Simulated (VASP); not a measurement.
# GaSb (F-43m) in VASP: a series of runs

GaSb is run at these levels: PBE, revPBE+D3(BJ), PBE+D3(BJ), LDA; tasks: single point, relaxation of cell and atoms.

All numbers are computed with VASP 6.6.1; they aren't measurements. Logs are shortened: lines on timing, memory, paths and dates and some standing lists are left out, and cuts for length are marked.

**The experiment to reproduce.**

A printed reference work, data compilation reports, for a bulk crystal of GaSb at 4.2 K: band gap 0.811 eV (direct).

The results are compared with them further down.

**1. The cell of the first run**

Symmetry: F-43m, No. 216, cubic system. The conventional cell has a = 6.118 Å, b = 6.118 Å, c = 6.118 Å, α = 90.00°, β = 90.00°, γ = 90.00°. Sb (site symmetry -43m) has 4 Ga at 2.65 Å within 3.5 Å. Ga (site symmetry -43m) has 4 Sb at 2.65 Å within 3.5 Å.

**2. Single point, PBE**

INCAR

```
PREC = Accurate
ENCUT = 520
EDIFF = 1E-6
ISMEAR = 0
SIGMA = 0.026000000000000002
LREAL = False
LASPH = True
NELM = 100
ALGO = Normal
ISIF = 2
LWAVE = False
LCHARG = False
GGA = PE
NBANDS = 16
```

KPOINTS

```
regular mesh
0
Gamma
  8 8 8
```

POSCAR

```
GaSb
1.0
    0.0000000000      3.0590000000      3.0590000000
    3.0590000000      0.0000000000      3.0590000000
    3.0590000000      3.0590000000      0.0000000000
Sb Ga
1 1
Direct
    0.7500000000      0.7500000000      0.7500000000
    0.0000000000      0.0000000000      0.0000000000
```

Potentials or basis: VASP PAW PBE potentials, release 64 (Sb, Ga_d).

The run is started by

```sh
cat potpaw_PBE.64/Sb/POTCAR potpaw_PBE.64/Ga_d/POTCAR > POTCAR
mpirun -np 1 vasp_std > vasp.out
```

OUTCAR:

```text
PREC = Accurate
   ENCUT = 520
   EDIFF = 1E-6
   ISMEAR = 0
   LREAL = False
   LASPH = True
   NELM = 100
   ISIF = 2
   GGA = PE

 ion  position               nearest neighbor table
   1  0.750  0.750  0.750-   2 2.65   2 2.65   2 2.65   2 2.65
   2  0.000  0.000  0.000-   1 2.65   1 2.65   1 2.65   1 2.65

  LATTYP: Found a face centered cubic cell.
 ALAT       =     6.1180000000

  Lattice vectors:

 A1 = (   0.0000000000,   3.0590000000,   3.0590000000)
 A2 = (   3.0590000000,   0.0000000000,   3.0590000000)
 A3 = (   3.0590000000,   3.0590000000,   0.0000000000)

Analysis of symmetry for initial positions (statically):
=====================================================================
 Subroutine PRICEL returns:
 Original cell was already a primitive cell.

 Routine SETGRP: Setting up the symmetry group for a
 face centered cubic supercell.

 Subroutine GETGRP returns: Found 24 space group operations
 (whereof 24 operations were pure point group operations)
 out of a pool of 48 trial point group operations.

The static configuration has the point symmetry T_d .

Analysis of symmetry for dynamics (positions and initial velocities):
=====================================================================
 Subroutine PRICEL returns:
 Original cell was already a primitive cell.

 Routine SETGRP: Setting up the symmetry group for a
 face centered cubic supercell.

 Subroutine GETGRP returns: Found 24 space group operations
 (whereof 24 operations were pure point group operations)
 out of a pool of 48 trial point group operations.

The dynamic configuration has the point symmetry T_d .

 Subroutine INISYM returns: Found 24 space group operations
 (whereof 24 operations are pure point group operations),
 and found     1 'primitive' translations

----------------------------------------------------------------------------------------

                                     Primitive cell

  volume of cell :      57.2491

  direct lattice vectors                    reciprocal lattice vectors
     0.000000000  3.059000000  3.059000000    -0.163452109  0.163452109  0.163452109
     3.059000000  0.000000000  3.059000000     0.163452109 -0.163452109  0.163452109
     3.059000000  3.059000000  0.000000000     0.163452109  0.163452109 -0.163452109

  length of vectors
     4.326079287  4.326079287  4.326079287     0.283107357  0.283107357  0.283107357

  position of ions in fractional coordinates (direct lattice)
[... 78 lines left out ...]
   NELM   =    100;   NELMIN=  2; NELMDL= -5     # of ELM steps
   EDIFF  = 0.1E-05   stopping-criterion for ELM
   LREAL  =      F    real-space projection
   EDIFFG = 0.1E-04   stopping-criterion for IOM
   NSW    =      0    number of steps for IOM
   IBRION =     -1    ionic relax: 0-MD 1-quasi-New 2-CG
   NFREE  =      0    steps in history (QN), initial steepest desc. (CG)
   ISIF   =      2    stress and relaxation
   ISYM   =      2    0-nonsym 1-usesym 2-fastsym
   POTIM  = 0.5000    time-step for ionic-motion
   TEBEG  =    0.0;   TEEND  =   0.0 temperature during run
   PSTRESS=    0.0 pullay stress
   NELECT =      18.0000    total number of electrons
   NUPDOWN=      -1.0000    fix difference up-down
   EMIN   =  10.00;   EMAX   =-10.00  energy-range for DOS
   EFERMI =   0.00;   METHOD = LEGACY
   ISMEAR =     0;   SIGMA  =   0.03  broadening in eV -4-tet -1-fermi 0-gaus
   EFERMI_NEDOS =   21; number of points for ismear=-14 and -15
   IALGO  =     38    algorithm
   IMIX   =      4    mixing-type and parameters
     AMIX     =   0.40;   BMIX     =  1.00
     AMIX_MAG =   1.60;   BMIX_MAG =  1.00
  volume/ion in A,a.u.               =      28.62       193.17
  Fermi-wavevector in a.u.,A,eV,Ry     =   1.113208  2.103657 16.860766  1.239231
  Thomas-Fermi vector in A             =   2.249790
   LORBIT       =      0    0 simple, 1 ext, 2 COOP (PROOUT), +10 PAW based schemes
   GGA     = PE    functional components
   LHFCALC =     F    Hartree Fock is set to
   AEXX    =    0.0000 exact exchange contribution
   IVDW    =     0    specifies the selected vdW correction
   LEPSILON=     F    determine dielectric tensor
   LRPA    =     F    only Hartree local field effects (RPA)
 non-spin polarized calculation
 Gauss-broadening in eV      SIGMA  =   0.03
  energy-cutoff  :      520.00
  volume of cell :       57.25
 maximum number of plane-waves:      1572
   NGX = 17   NGY = 17   NGZ = 17

 number of electron      17.9999986 magnetization

 Free energy of the ion-electron system (eV)
  ---------------------------------------------------
  ext. energy  EPLUGINS =         0.00000000
  ---------------------------------------------------
  free energy    TOTEN  =        -7.34583827 eV

  energy without entropy =       -7.34577948  energy(sigma->0) =       -7.34580887

 E-fermi :   4.8960     XC(G=0):  -9.0882

 val. band max:        4.8713365809   @ k =   0.0000   0.0000   0.0000
 cond. band min:       4.9072141650   @ k =   0.0000   0.0000   0.0000
 fundamental gap:      0.0358775841
 Fermi energy:         4.8959702563

 k-point     1 :       0.0000    0.0000    0.0000
  band No.  band energies     occupation
      1     -10.1652      2.00000
      2     -10.1652      2.00000
      3     -10.1652      2.00000
      4     -10.1155      2.00000
      5     -10.1155      2.00000
      6      -6.6051      2.00000
[... 433 lines left out ...]
      3     -10.1484      2.00000
      4     -10.1186      2.00000
      5     -10.1153      2.00000
      6      -4.6266      2.00000
[... 8 lines left out ...]
     15      14.5290      0.00000
     16      15.0416      0.00000

 [... further k-points ...]

------------------------ aborting loop because EDIFF is reached ----------------------------------------

  FORCE on cell =-STRESS in cart. coord.  units (eV):
  Direction    XX          YY          ZZ          XY          YZ          ZX
  --------------------------------------------------------------------------------------
  -------------------------------------------------------------------------------------
  Total        0.8483546      0.8483546      0.8483546     -0.0000000     -0.0000000     -0.0000000
  in kB       23.7421240     23.7421240     23.7421240     -0.0000000     -0.0000000     -0.0000000
  external PRESSURE =      23.7421240 kB  Pullay stress =       0.0000000 kB

 VOLUME and BASIS-vectors are now :
 -----------------------------------------------------------------------------
  energy-cutoff  :      520.00
  volume of cell :       57.25
      direct lattice vectors                 reciprocal lattice vectors
     0.000000000  3.059000000  3.059000000    -0.163452109  0.163452109  0.163452109
     3.059000000  0.000000000  3.059000000     0.163452109 -0.163452109  0.163452109
     3.059000000  3.059000000  0.000000000     0.163452109  0.163452109 -0.163452109

 POSITION                                       TOTAL-FORCE (eV/Angst)
 -----------------------------------------------------------------------------------
      4.58850      4.58850      4.58850         0.000000      0.000000      0.000000
      0.00000      0.00000      0.00000        -0.000000     -0.000000     -0.000000
 -----------------------------------------------------------------------------------
    total drift:                               -0.000002     -0.000002     -0.000002

  FREE ENERGIE OF THE ION-ELECTRON SYSTEM (eV)
  ---------------------------------------------------
  free  energy   TOTEN  =        -7.3458382660 eV

  energy  without entropy=       -7.3457794772  energy(sigma->0) =       -7.34580887
```

Run time: 21 s. Hardware: 1 thread of Intel Xeon Platinum 8259CL at 2.50GHz (Skylake/Cascade Lake), shared host; peak memory 0.18 GiB.

Results:

* Free energy: -7.3458 eV
* Pressure: 2.4 GPa
* Band gap on the k mesh: 0.04 eV, direct

Caveat: spin-orbit coupling is left out, which moves the levels of the heavy elements.

**3. Single point, PBE**

INCAR

```
PREC = Accurate
ENCUT = 520
EDIFF = 1E-7
ISMEAR = 0
SIGMA = 0.028000000000000004
LREAL = False
LASPH = True
NELM = 60
ALGO = Normal
ISIF = 2
LWAVE = False
LCHARG = False
GGA = PE
NBANDS = 16
```

KPOINTS

```
Automatic mesh
0
Gamma
  8 8 8
```

POSCAR is that of step 2.

Potentials or basis: VASP PAW PBE potentials, release 64 (Sb, Ga_d).

The run is started by

```sh
cat potpaw_PBE.64/Sb/POTCAR potpaw_PBE.64/Ga_d/POTCAR > POTCAR
mpirun -np 1 vasp_std > vasp.out
```

Run time: 21 s. Hardware: 1 thread of Intel Xeon Platinum 8259CL at 2.50GHz (Skylake/Cascade Lake), shared host; peak memory 0.18 GiB.

It converged, with:

```yaml
Free_energy: -7.3458 eV
Pressure: 2.4 GPa
Band_gap_on_the_k_mesh: 0.04 eV, direct
```

Levels at points of the mesh, in eV from the valence-band top:
| k point | band 5 | band 6 | band 7 | band 8 | band 9 | band 10 | band 11 | band 12 | band 13 | band 14 |
| --- | --- | --- | --- | --- | --- | --- | --- | --- | --- | --- |
| (0.00, 0.00, 0.00) | -14.99 | -11.48 | 0.00 | 0.00 | 0.00 | 0.04 | 2.78 | 2.78 | 2.78 | 5.81 |
| (0.50, 0.00, 0.00) | -14.99 | -9.85 | -6.37 | -1.15 | -1.15 | 0.40 | 3.75 | 3.75 | 6.47 | 9.36 |
| (0.50, 0.50, 0.00) | -14.98 | -9.02 | -6.81 | -2.57 | -2.57 | 0.90 | 1.25 | 8.68 | 8.68 | 10.06 |

Caveat: spin-orbit coupling is left out, which moves the levels of the heavy elements.

(Part 1 of 2 ends here.)
